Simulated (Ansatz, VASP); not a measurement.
# Two plane-wave programs on Al2O3

Contents of INCAR:

```
SYSTEM = Al2O3
PREC = Accurate
ENCUT = 520
EDIFF = 1E-7
ISMEAR = 0
SIGMA = 0.05
LREAL = .FALSE.
LASPH = .TRUE.
NELM = 80
ALGO = Normal
ISIF = 2
LWAVE = .FALSE.
LCHARG = .FALSE.
NBANDS = 20
```

The input KPOINTS:

```
Automatic mesh
0
G
  12 12 4
  0 0 0
```

Contents of POSCAR:

```
Al2O3
1.0
    3.0174825440      0.0000000000      0.0000000000
   -1.5087412720      2.6132165386      0.0000000000
    0.0000000000      0.0000000000      7.5746360022
Al O
2 3
Direct
    0.0000000000      0.0000000000      0.2779510000
    0.0000000000      0.0000000000      0.7220490000
    0.3333333333      0.6666666667      0.1994540000
    0.6666666667      0.3333333333      0.8005460000
    0.0000000000      0.0000000000      0.5000000000
```

Input for Ansatz:

```yaml
crystal:
  lattice:
    - [3.017482544, 0.0, 0.0]
    - [-1.508741272, 2.6132165386, 0.0]
    - [0.0, 0.0, 7.5746360022]
  atoms:
    - { symbol: Al, position: [0.0, 0.0, 0.277951] }
    - { symbol: Al, position: [0.0, 0.0, 0.722049] }
    - { symbol: O, position: [0.3333333333, 0.6666666667, 0.199454] }
    - { symbol: O, position: [0.6666666667, 0.3333333333, 0.800546] }
    - { symbol: O, position: [0.0, 0.0, 0.5] }
basis:
  ecutwfc: 420
kpoints:
  mp_grid: { grid: [12, 12, 4] }
hamiltonian:
  xc: lda
scf:
  occupations: { method: gaussian, width: 0.05 }
output:
  forces: true
  stress: true
  eigenvalues: true
  write_density: true
  write_potential: true
  elf: true
  volumetric_format: npy
```

Measurements of this composition are mostly on another form, of space group No. 167.

Alike in both runs: task single point; functional LDA; k mesh 12 × 12 × 4; occupations gaussian, width 0.05 eV; no spin polarisation.

|  | VASP | Ansatz |
| --- | --- | --- |
| version | VASP 6.6.1 | Ansatz 0.2.0 |
| potentials or method | VASP PAW LDA potentials, release 64 (Al, O) | scalar-relativistic, plane waves, PAW |
| plane-wave cutoff (eV) | 520 | 420 |
| valence electrons in the cell | 24 | 24 |

VASP gave:

| Property | Result |
| --- | --- |
| gap on the k mesh at the Fermi level (eV) | 2.19 |
| least direct gap on the mesh (eV) | 2.19 |
| pressure (GPa) | -7.6 |
| largest component of the traceless stress (GPa) | 0.47 |
| rms of the force components (eV/Å) | 0.162 |

Problem. What did Ansatz give for the same quantities?

Solution. gap on the k mesh at the Fermi level (eV): 2.20; least direct gap on the mesh (eV): 2.20; pressure (GPa): -8.3; largest component of the traceless stress (GPa): 0.05; rms of the force components (eV/Å): 0.188.

Atom by atom the forces differ by 0.045 eV/Å (rms over components).

A k mesh can miss the band edges. Expect the measured gap to be larger: semilocal functionals such as LDA lack the derivative discontinuity.
